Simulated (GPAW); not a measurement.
PbSe (Clausthalite): single point with PBE

**What was measured.**

From a printed reference work, monograph, for a bulk crystal of PbSe at 300 K: band gap 0.28 eV (direct).

The system is PbSe (Clausthalite).

```
Pb Se
1.0
     0.00000    3.06065    3.06065
     3.06065    0.00000    3.06065
     3.06065    3.06065    0.00000
Pb Se
1 1
Direct
  0.00000 0.00000 0.00000
  0.50000 0.50000 0.50000
```

```json
{"Program": "GPAW 26.7.0", "Task": "single point", "Functional": "PBE", "Potentials or basis": "GPAW PAW data sets (gpaw-data 1.2.1)", "Cutoff": "600 eV", "Basis": "pw", "k mesh": "8 × 8 × 8", "Occupations": "gaussian, width 0.016 eV", "Spin": "no spin polarisation", "Maxiter": "150"}
```

```
Pressure               : 2.2 GPa
Band gap on the k mesh : 0.24 eV, direct
```

Levels at points of the mesh, in eV from the valence-band top:
| k point | band 8 | band 9 | band 10 | band 11 | band 12 | band 13 |
| --- | --- | --- | --- | --- | --- | --- |
| (0.00, 0.00, 0.00) | -1.93 | -1.93 | -1.93 | 4.65 | 4.65 | 4.65 |
| (0.50, 0.50, 0.00) | -5.03 | -3.28 | -3.28 | 3.66 | 5.55 | 5.55 |
| (0.50, 0.50, 0.50) | -1.51 | -1.51 | 0.00 | 0.24 | 1.63 | 1.63 |

Run time: 14 s on 1 thread of Arm Neoverse V2, on a shared host, peak memory 0.17 GiB.

Against the measured gap of PbSe, 0.28 eV (direct; 300 K; a printed reference work, monograph), the calculated 0.24 eV is off by -0.04 eV. 2 values of this kind are on record (0.15 to 0.28 eV); this one was drawn at random. Spin-orbit coupling on Pb, Se is left out. The value is that of PBE on a finite k mesh, which can miss the band edges, without temperature or zero-point motion. Semilocal functionals fall short of measured gaps as a rule.

Caveat: spin-orbit coupling is left out, which as a rule narrows the gap of such compounds by several tenths of an eV.
